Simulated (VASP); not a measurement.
# InAs in VASP: how settings move the PBE single point

Aim: see what changed inputs do to the PBE single point of zincblende InAs, under -1.0 % biaxial strain in x and y, free along z.

Code: VASP 6.6.1. PAW datasets, plane waves. (Simulation; spin polarisation is off.)

### Step 1. The cell

The cell comes from an earlier relaxation with r2SCAN in another program, then strained, with the atoms relaxed again.

It is tetragonal, I-4m2 (No. 119); a = 4.277 Å, c = 6.173 Å in the conventional setting, 28.23 Å³ an atom. Near In stand 4 As at 2.64 Å; near As stand 4 In at 2.64 Å.

As a file:

```cif
data_structure
_symmetry_space_group_name_H-M 'P 1'
_symmetry_Int_Tables_number 1
_cell_length_a 4.3211
_cell_length_b 4.3211
_cell_length_c 4.2766
_cell_angle_alpha 60.340
_cell_angle_beta 60.340
_cell_angle_gamma 59.320
_cell_volume 56.45
loop_
_atom_site_label
_atom_site_type_symbol
_atom_site_fract_x
_atom_site_fract_y
_atom_site_fract_z
_atom_site_occupancy
In1 In 0.00000 0.00000 0.00000 1
As1 As 0.25000 0.25000 0.25000 1
```

### Step 2. Reference

File INCAR:

```
ENCUT = 520.000000
SIGMA = 0.020000
EDIFF = 1.00e-07
GGA = PE
PREC = Accurate
IBRION = -1
ISIF = 2
ISMEAR = -1
NBANDS = 16
NELM = 120
NSW = 0
LASPH = .TRUE.
LCHARG = .TRUE.
LELF = .TRUE.
LWAVE = .FALSE.
LREAL = .FALSE.
```

File KPOINTS:

```
KPOINTS created by Atomic Simulation Environment
0
Gamma
8 8 8
0 0 0
```

File POSCAR:

```
In As
 1.0000000000000000
     0.0000000000000000    3.0240445682999999    3.0866526351000001
     3.0240445682999999    0.0000000000000000    3.0866526351000001
     3.0240445682999999    3.0240445682999999    0.0000000000000000
 In  As
   1   1
Cartesian
  0.0000000000000000  0.0000000000000000  0.0000000000000000
  1.5120222841500000  1.5120222841500000  1.5433263175500005
```

A file KPOINTS_OPT adds named points for the levels; it doesn't enter the self-consistent loop.

Potentials: the recommended PBE PAW datasets, 18 valence electrons.

On the command line:

```bash
$ mpirun -np 1 vasp_std
```

### Step 3. Altered input 1

INCAR, as its differences from that of step 2:

```diff
@@ -9,8 +9,7 @@
 NBANDS = 16
-NELM = 120
 NSW = 0
 LASPH = .TRUE.
-LCHARG = .TRUE.
-LELF = .TRUE.
+LCHARG = .FALSE.
 LWAVE = .FALSE.
 LREAL = .FALSE.
+NELM = 55
```

File KPOINTS:

```
KPOINTS created by Atomic Simulation Environment
0
Gamma
12 12 12
0 0 0
```

POSCAR is that of step 2.

### Step 4. Altered input 2

File INCAR:

```
ENCUT = 520.000000
EDIFF = 1.00e-07
GGA = PE
IBRION = -1
ISIF = 2
NBANDS = 16
NELM = 120
NSW = 0
LASPH = .TRUE.
LCHARG = .FALSE.
LWAVE = .FALSE.
LREAL = .FALSE.
ISMEAR = -5
SIGMA = 0.1
PREC = Low
```

KPOINTS is that of step 2.

POSCAR is that of step 2.

### Step 5. Altered input 3

INCAR, as its differences from that of step 2:

```diff
@@ -11,6 +11,6 @@
 NSW = 0
-LASPH = .TRUE.
-LCHARG = .TRUE.
-LELF = .TRUE.
+LCHARG = .FALSE.
 LWAVE = .FALSE.
 LREAL = .FALSE.
+LASPH = .FALSE.
+BMIX = 3.0
```

KPOINTS is that of step 2.

POSCAR is that of step 2.

What does the calculation give? Wanted: for each run, changed; ending; energy change; pressure; electronic steps; usable.

**Answer**, as computed:

| run | changed | ending | energy change (meV/atom) | pressure (GPa) | gap on the mesh (eV; negative: overlap) | electronic steps | time | usable |
| --- | --- | --- | --- | --- | --- | --- | --- | --- |
| ref. | – | converged | 0 | 2.6 | 0.00 | 14 | 50 s | yes |
| 1 | NELM = 55, mesh 12×12×12 | converged | -1.8 | 2.6 | 0.00 | 14 | 2 min | yes |
| 2 | ISMEAR = -5, SIGMA = 0.1, PREC = Low | converged | -1.6 | 2.7 | 0.00 | 14 | 21 s | no |
| 3 | LASPH = .FALSE., BMIX = 3 | converged | 0.6 | 2.7 | 0.00 | 18 | 53 s | yes |

What this shows: Of 3 altered inputs, 1 ended normally on a faulty or unsound input, 2 gave usable results. Among the usable ones with comparable energies, «NELM = 55, mesh 12×12×12» moves the energy most, by -1.8 meV/atom.
